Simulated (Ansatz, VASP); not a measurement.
**MgO in two plane-wave programs**

Wanted: the spread between two codes on one cell, functional and k mesh. The cell is taken from a series of VASP runs on this material, whose earlier steps may have relaxed, scaled or displaced it; both programs get it as it stands.

Method: plane waves, with VASP 6.6.1 beside it; single point at PBEsol, in Ansatz 0.2.0.

### Step 1. Set-up

Symmetry: Fm-3m, No. 225, cubic system. Conventional cell: a = 4.210 Å, b = 4.210 Å, c = 4.210 Å, α = 90.00°, β = 90.00°, γ = 90.00°. Mg has 6 O at 2.10 Å nearest. Nearest to O lie 6 Mg at 2.10 Å. Farther neighbours and most contacts between anions are not listed.

### Step 2. Ansatz: single point, PBEsol

Ansatz runs on its default PAW (the set named soft_2) files.

A single point gives forces, pressure and levels at one fixed geometry, so differences don't come from the geometry; what else differs is listed under the comparison.

Contents of input.yaml:

```yaml
crystal:
  lattice:
    - [2.9766057648, 0.0, 0.0]
    - [0.0, 2.9766057648, 0.0]
    - [0.0, 0.0, 4.2095120421]
  atoms:
    - { symbol: Mg, position: [0.0, 0.0, 0.0] }
    - { symbol: Mg, position: [0.5, 0.5, 0.5] }
    - { symbol: O, position: [0.5, 0.5, 0.0] }
    - { symbol: O, position: [0.0, 0.0, 0.5] }
hamiltonian:
  xc: pbesol
  pseudopotentials: { kind: paw }
kpoints:
  mp_grid: { grid: [9, 9, 6] }
scf:
  occupations: { method: gaussian, width: 0.02 }
  n_extra_bands: 5
output:
  forces: true
  stress: true
  eigenvalues: true
```

Run with:

```sh
$ ansatz run input.yaml --threads 4 --pin off --max-ram 18432MiB --backend cpu --events-out ev --progress --plain --runs-dir out
```

Numbers of over 12 decimals in the logs are rounded to 6 here.

The program printed:

```text
scf.n_extra_bands = 5 over 16 filled bands (N_el = 32.0): the run solves 21 bands
Engine: ansatz 0.2.0, aarch64-unknown-linux-gnu
Pseudopotentials: kind: paw
Pseudopotential: Mg, paw, valence charge 10, recommended cutoff 420 eV (normal), Mg.paw.azcp
Pseudopotential: O, paw, valence charge 6, recommended cutoff 420 eV (normal), O.paw.azcp
Functional definition: PBEsol
  exchange = pbesol_x
  correlation = pbesol_c
Crystal: 4 atoms, lattice volume = 37.297 Å³
Basis set: ecut = 420 eV, 699 PW (Γ), exchange–correlation on 40×40×60 points (8 copies of the dense FFT grid, shifted against one another)
Bands: 21, of which v1, the nominal top of the filled ones, is band 16 counted from 1 (15 counted from 0)
Symmetry: 32 space group operations
Space group: I4/mmm (ITA 139), of the structure as read, at distance tolerance 1.7e-5 Å
k-points: 60 of 486
Non-local potential: Mg, projectors of the file, l = 0: 3, l = 1: 2, l = 2: 1
Non-local potential: O, projectors of the file, l = 0: 2, l = 1: 2, l = 2: 1
PAW form: soft (Blöchl's): semilocal exchange-correlation on the pseudo side does not see the compensation charge
PAW frozen core: Mg, regenerated for the run's functional, and the local potential with it (the file was generated under x = pbe(κ = 0.804, μ = 0.219515), c = pbe(β = 0.066725))
PAW frozen core: O, regenerated for the run's functional, and the local potential with it (the file was generated under x = pbe(κ = 0.804, μ = 0.219515), c = pbe(β = 0.066725))
PAW one-centre angular grid: Mg, 110 points (default); XC on 64 Gauss nodes
PAW one-centre angular grid: O, 110 points (default); XC on 64 Gauss nodes
Initial density: superposition of atomic densities (neutral atoms: chi_scale 0, normalization atom), corrected by the library's trained network
Initial wavefunctions: pseudopotential atomic-orbital guess
Functional: x = pbesol(κ = 0.804, μ = 0.123457), c = pbesol(β = 0.046)
SCF iter   1: F=—  HF=-4951.761089 eV  |F-HF|=—  |Δ(HF+E_count)|=         —  Δρ=1.46e-2  dr2=6.36e-2  ethr=1.77e-3  ⟨swp⟩=5.9  Hψ=5758  notcnv=0
preconditioner: auto → none  [insulator: Δε(μ)=4.526 eV  Ē_g=16.304 eV  σ=0.020 eV  W_gap=1.00  n_scr=14 (ndim 8)  ℏωp=24.3 eV  f_vac=0.000  D(μ)=0.00/eV (n_scr^D=0)  ε∞_Penn≈3.2]
SCF iter   2: F=—  HF=-4951.743761 eV  |F-HF|=—  |Δ(HF+E_count)|=   1.73e-2  Δρ=3.25e-3  dr2=3.84e-3  ethr=1.99e-4  ⟨swp⟩=2.1  Hψ=2179  notcnv=0  defer=55
SCF iter   3: F=—  HF=-4951.742796 eV  |F-HF|=—  |Δ(HF+E_count)|=   9.65e-4  Δρ=6.69e-4  dr2=8.83e-5  ethr=1.20e-5  ⟨swp⟩=2.0  Hψ=1873  notcnv=0  defer=60
SCF iter   4: F=—  HF=-4951.742556 eV  |F-HF|=—  |Δ(HF+E_count)|=   2.40e-4  Δρ=1.38e-4  dr2=2.80e-6  ethr=2.76e-7  ⟨swp⟩=2.7  Hψ=2078  notcnv=0  defer=60
SCF iter   5: F=—  HF=-4951.742553 eV  |F-HF|=—  |Δ(HF+E_count)|=   2.35e-6  Δρ=2.92e-5  dr2=1.04e-7  ethr=8.76e-9  ⟨swp⟩=2.1  Hψ=1786  notcnv=0  defer=60
SCF iter   6: F=-4951.742553 eV  HF=-4951.742553 eV  |F-HF|=4.19e-9  |Δ(HF+E_count)|=   6.38e-8  Δρ=4.84e-6  dr2=4.88e-9  ethr=3.13e-10  ⟨swp⟩=7.5  Hψ=5394  notcnv=0
SCF 1 converged in 6 iterations: F = -4951.742553 eV  dr2 = 4.88e-9
  greatest PAW one-centre occupation: 1.000 electrons in one spin orbital (limit 2), on the Mg atom at site 1 (counted from 0), in its partial waves of l = 0
SCF converged after 6 iterations
Free energy (F): -4951.742553 eV
Harris-Foulkes:  -4951.742553 eV  (|F-HF|=4.19e-9)
Internal energy: -4951.742553 eV  (E = F + TS)
E sigma→0 (E₀):  -4951.742553 eV
Fermi energy:    10.361478 eV
--- Per-component energies (eV) ---
  E_band       = -583.483170
  E_kinetic    = 510.076979
  E_local      = -3199.689927  (includes V_loc(G=0)·N_el)
  E_nonlocal   = 287.502977
  E_hartree    = 1104.483062
  E_xc         = -207.865031
  E_vxc        = -267.840179  (∫ρ·V_xc dr)
  E_paw        = -866.166528  (= ΣΔE_a)
  E_vpaw       = -122.501331  (= ΣTr[D̂ρ^β])
  E_aug_tail   = 0.005031  (compensation charges beyond the density's cutoff)
  E_ewald      = -2580.277417
  E_core_change = 0.188300  (= ΣΔE_core)
  E_smearing   = -0.000000  (= −TS)
  E_closure    = -0.000000  (closes the sum)
  Σ components = -4951.742553   (vs F -4951.742553, Δ=0.00e0)
--- Forces (eV/Å), atoms counted from 1 ---
  atom   1  Mg     0.00000000    -0.00000000     0.00000000
  atom   2  Mg     0.00000000    -0.00000000     0.00000000
  atom   3  O      0.00000000    -0.00000000     0.00000000
  atom   4  O      0.00000000     0.00000000     0.00000000
  max |Σ_I F_I| component: 4.57e-29 eV/Å
--- Stress (GPa, compression-positive) ---
        0.515523       0.000000       0.000000
       -0.000000       0.515523       0.000000
        0.000000       0.000000       0.519557
  P = ⅓ Tr σ = 0.5169 GPa (5.169 kbar)
--- Band table (eV; the first three rows and the last of 60) ---
  k-point 0: bands = [... 12 lower, 6.6763, 8.0358, 8.0358, 8.0358, 12.6871, 16.9939, 17.9270, 21.0223, ... 1 higher]
  k-point 1: bands = [... 12 lower, 6.7528, 7.5004, 7.9263, 7.9263, 13.2957, 17.2227, 17.8535, 21.0926, ... 1 higher]
  k-point 2: bands = [... 12 lower, 6.9709, 6.9709, 7.6440, 7.6440, 14.6015, 17.2521, 17.9073, 20.5902, ... 1 higher]
  k-point 59: bands = [... 12 lower, 5.1009, 5.1009, 6.4145, 6.4145, 19.3274, 19.3274, 19.5733, 19.5733, ... 1 higher]
```

The job ended after 0.7 s (4 threads of Arm Neoverse V1, shared host; peak memory 0.32 GiB; 2.2 s of CPU time).

The run ends at a pressure of 0.52 GPa.

### Step 3. VASP: single point, PBEsol

The same cell, functional, mesh and smearing now go to VASP, with its own data sets and cutoff.

Lines of VASP's logs that name or quote its potential files are left out, and so is its time.

Contents of INCAR:

```
SYSTEM = MgO
PREC = Accurate
ENCUT = 520
EDIFF = 1E-06
NELM = 100
ISMEAR = 0
SIGMA = 0.02
LREAL = .FALSE.
ALGO = Normal
GGA = PS
NBANDS = 13
LASPH = .TRUE.
LWAVE = .FALSE.
LCHARG = .FALSE.
KPAR = 16
```

Contents of POSCAR:

```
MgO
1.0
    2.9766057648      0.0000000000      0.0000000000
    0.0000000000      2.9766057648      0.0000000000
    0.0000000000      0.0000000000      4.2095120421
Mg O
2 2
Direct
    0.0000000000      0.0000000000      0.0000000000
    0.5000000000      0.5000000000      0.5000000000
    0.5000000000      0.5000000000      0.0000000000
    0.0000000000      0.0000000000      0.5000000000
```

Contents of KPOINTS:

```
Automatic mesh
0
Gamma
9 9 6
0 0 0
```

Potentials, in the order of the species: Mg and O (PBE family, release 64).

Run with:

```sh
$ mpirun -np 16 vasp_std
```

The program printed:

```text
[banner, memory and clock lines left out]
running   16 mpi-ranks, on    1 nodes
 distrk:  each k-point on    1 cores,   16 groups
 distr:  one band on    1 cores,    1 groups

 POSCAR found type information on POSCAR MgO
 POSCAR found :  2 types and       4 ions
|                                                                             |
|           W    W    AA    RRRRR   N    N  II  N    N   GGGG   !!!           |
|           W    W   A  A   R    R  NN   N  II  NN   N  G    G  !!!           |
|           W    W  A    A  R    R  N N  N  II  N N  N  G       !!!           |
|           W WW W  AAAAAA  RRRRR   N  N N  II  N  N N  G  GGG   !            |
|           WW  WW  A    A  R   R   N   NN  II  N   NN  G    G                |
|           W    W  A    A  R    R  N    N  II  N    N   GGGG   !!!           |
|                                                                             |
|     For optimal performance we recommend to set                             |
|       NCORE = 2 up to number-of-cores-per-socket                            |
|     NCORE specifies how many cores store one orbital (NPAR=cpu/NCORE).      |
|     This setting can greatly improve the performance of VASP for DFT.       |
|     The default, NCORE=1 might be grossly inefficient on modern             |
|     multi-core architectures or massively parallel machines. Do your        |
|     Unfortunately you need to use the default for GW and RPA                |
|     calculations (for HF NCORE is supported but not extensively tested      |
|     yet).                                                                   |
|                                                                             |

|                                                                             |
|               ----> ADVICE to this user running VASP <----                  |
|                                                                             |
|     You enforced a specific xc type in the INCAR file but a different       |
|     [... a line on the potential file left out ...]
|     I HOPE YOU KNOW WHAT YOU ARE DOING!                                     |
|                                                                             |

 LDA part: xc-table for (Slater+PW92), standard interpolation
 POSCAR, INCAR and KPOINTS ok, starting setup
 FFT: planning ... GRIDC
 FFT: planning ... GRID_SOFT
 FFT: planning ... GRID
 WAVECAR not read
 entering main loop
       N       E                     dE             d eps       ncg     rms          rms(c)
DAV:   1     0.559825979374E+02    0.55983E+02   -0.82723E+03  1696   0.111E+03
DAV:   2    -0.244203888542E+02   -0.80403E+02   -0.73578E+02  2064   0.224E+02
DAV:   3    -0.277827506666E+02   -0.33624E+01   -0.33473E+01  1935   0.460E+01
DAV:   4    -0.277970237160E+02   -0.14273E-01   -0.14271E-01  1710   0.356E+00
DAV:   5    -0.277970836954E+02   -0.59979E-04   -0.59979E-04  1855   0.229E-01    0.943E+00
DAV:   6    -0.250929836614E+02    0.27041E+01   -0.86878E+00  1625   0.255E+01    0.307E+00
DAV:   7    -0.250524081755E+02    0.40575E-01   -0.13320E-01  1600   0.367E+00    0.187E+00
DAV:   8    -0.250262333123E+02    0.26175E-01   -0.51730E-02  1630   0.308E+00    0.358E-01
DAV:   9    -0.250248655290E+02    0.13678E-02   -0.28242E-03  1875   0.543E-01    0.104E-01
DAV:  10    -0.250249265486E+02   -0.61020E-04   -0.33519E-04  1680   0.158E-01    0.117E-02
DAV:  11    -0.250249270255E+02   -0.47685E-06   -0.17070E-06  1566   0.137E-02
   1 F= -.25024927E+02 E0= -.25024927E+02  d E =-.567078E-12
```

From OUTCAR (step 3):

```text
ion  position               nearest neighbor table
   1  0.000  0.000  0.000-   4 2.10   4 2.10   3 2.10   3 2.10   3 2.10   3 2.10   2 2.98   2 2.98
                             2 2.98   2 2.98   2 2.98   2 2.98   2 2.98   2 2.98
   2  0.500  0.500  0.500-   3 2.10   3 2.10   4 2.10   4 2.10   4 2.10   4 2.10   1 2.98   1 2.98
                             1 2.98   1 2.98   1 2.98   1 2.98   1 2.98   1 2.98
   3  0.500  0.500  0.000-   2 2.10   2 2.10   1 2.10   1 2.10   1 2.10   1 2.10
   4  0.000  0.000  0.500-   1 2.10   1 2.10   2 2.10   2 2.10   2 2.10   2 2.10

  LATTYP: Found a simple tetragonal cell.
 ALAT       =     2.9766057648
 C/A-ratio  =     1.4141987131

 Subroutine GETGRP returns: Found 16 space group operations
 (whereof 16 operations were pure point group operations)

The static configuration has the point symmetry D_4h.

 Found     60 irreducible k-points:

   k-points           NKPTS =     60   k-points in BZ     NKDIM =     60   number of bands    NBANDS=     13

   dimension x,y,z NGX =    24 NGY =   24 NGZ =   32
   dimension x,y,z NGXF=    48 NGYF=   48 NGZF=   64

   ENCUT  =  520.0 eV  38.22 Ry    6.18 a.u.   5.53  5.53  7.83*2*pi/ulx,y,z

   NELECT =      16.0000    total number of electrons

 k-points in reciprocal lattice and weights: Automatic mesh
   0.00000000  0.00000000  0.00000000       0.002
   0.11111111  0.00000000  0.00000000       0.008
   0.22222222  0.00000000  0.00000000       0.008
   0.33333333  0.00000000  0.00000000       0.008
   0.44444444  0.00000000  0.00000000       0.008
   0.11111111  0.11111111  0.00000000       0.008
   0.22222222  0.11111111  0.00000000       0.016
   0.33333333  0.11111111  0.00000000       0.016
   0.44444444  0.11111111  0.00000000       0.016
[...]
0.44444444  0.33333333  0.50000000       0.016
   0.44444444  0.44444444  0.50000000       0.008

 average (electrostatic) potential at core
       1 -34.6503       2 -34.6503       3 -69.5488       4 -69.5488

 E-fermi :   3.1676

 k-point     1 :       0.0000    0.0000    0.0000
  band No.  band energies     occupation
    ...
      4       1.7122      2.00000
      5       1.7122      2.00000
      6       3.0813      2.00000
      7       3.0813      2.00000
      8       3.0813      2.00000
      9       7.7324      0.00000
     10      12.0034      0.00000
     11      12.9766      0.00000
     12      16.0729      0.00000
     13      18.7225      0.00000

 k-point     2 :       0.1111    0.0000    0.0000
  band No.  band energies     occupation
    ...
      4       1.3383      2.00000
      5       1.7547      2.00000
      6       2.5462      2.00000
      7       2.9783      2.00000
      8       3.0436      2.00000
      9       8.2720      0.00000
     10      12.3359      0.00000
     11      13.3845      0.00000
     12      15.9433      0.00000
     13      17.6125      0.00000

 k-point     3 :       0.2222    0.0000    0.0000
  band No.  band energies     occupation
    ...
      4       0.5309      2.00000
      5       1.4610      2.00000
      6       1.8773      2.00000
      7       2.6601      2.00000
      8       2.9330      2.00000
      9       9.4168      0.00000
     10      12.8910      0.00000
     11      14.4938      0.00000
     12      15.5996      0.00000
     13      16.1114      0.00000

  Total       -0.0109220     -0.0109220     -0.0115853      0.0000000      0.0000000      0.0000000
  in kB       -0.4691784     -0.4691784     -0.4976714      0.0000000      0.0000000      0.0000000
  external PRESSURE =      -0.4786761 kB  Pullay stress =       0.0000000 kB

  energy-cutoff  :      520.00
  volume of cell :       37.30
      direct lattice vectors                 reciprocal lattice vectors
     2.976605765  0.000000000  0.000000000     0.335953122  0.000000000  0.000000000
     0.000000000  2.976605765  0.000000000     0.000000000  0.335953122  0.000000000
     0.000000000  0.000000000  4.209512042     0.000000000  0.000000000  0.237557225

 POSITION                                       TOTAL-FORCE (eV/Angst)
 -----------------------------------------------------------------------------------
      0.00000      0.00000      0.00000        -0.000000      0.000000      0.000000
      1.48830      1.48830      2.10476        -0.000000     -0.000000     -0.000000
      1.48830      1.48830      0.00000         0.000000      0.000000     -0.000000
      0.00000      0.00000      2.10476        -0.000000      0.000000      0.000000
 -----------------------------------------------------------------------------------
    total drift:                                0.000000     -0.000000     -0.000000

  FREE ENERGIE OF THE ION-ELECTRON SYSTEM (eV)
  ---------------------------------------------------
  free  energy   TOTEN  =       -25.0249270255 eV

  energy  without entropy=      -25.0249270255  energy(sigma->0) =      -25.02492703

[... 3 further parts left out ...]
```

The run ends at a pressure of -0.05 GPa.

### Step 4. Differences

Known differences besides the potentials themselves: the data sets hold 32 valence electrons in Ansatz (default PAW (the set named soft_2) files) and 16 in VASP; the cutoff is 420 eV in Ansatz and 520 eV in VASP; Ansatz makes its cores anew for this functional, VASP keeps those of its PBE data sets. Total energies have different zeros and are not compared.

Both answers:

```csv
quantity,Ansatz,VASP,difference
pressure (GPa),0.52,-0.05,+0.56
pressure without Ansatz's Pulay correction (GPa),-0.15,-0.05,-0.10
gap on the k mesh (eV),4.651,4.651,0.000
```

A gap on the mesh is an upper bound, since the band edges may lie between its points. Ansatz's pressure holds a Pulay correction of 0.66 GPa; VASP's holds none.

### Step 5. What the set-up changes

Further runs change the set-up of one program: Ansatz's method, potentials or start, or VASP's data sets, cutoff or form of LDA. The table gives Ansatz less VASP for each quantity, since a change that brings one quantity closer may part another.

```csv
run,pressure (GPa),gap on the k mesh (eV)
as above,0.56,1.5e-4
Ansatz's all-electron LAPW method,0.64,0.0022
```

### Step 6. Outcome

```
difference in gap on the k mesh (single point, PBEsol) : 1.5e-4 eV
difference in pressure (single point, PBEsol)          : 0.56 GPa
```

**Reading.** The difference in pressure is 0.56 GPa (single point, PBEsol), within the 1 GPa picked in this series as the mark of a large difference. Single point, PBEsol, Ansatz's all-electron LAPW method: the difference in gap on the k mesh goes from 1.5e-4 to 0.0022 eV. How closely two codes agree says nothing of how well the functional describes the real material.

[Lines on the potential files, build, host, timing and source positions are cut from VASP's logs without a mark.]

[Logs are printed without paths, hosts, clocks, repeated set-up lines and the standing remarks that a program may print on its own settings, such as how far it seeks lower states.]

[Hosts, paths, dates, database ids (printed as entryN), source tags and the programs' standing remarks are cut or masked in the printed files.]
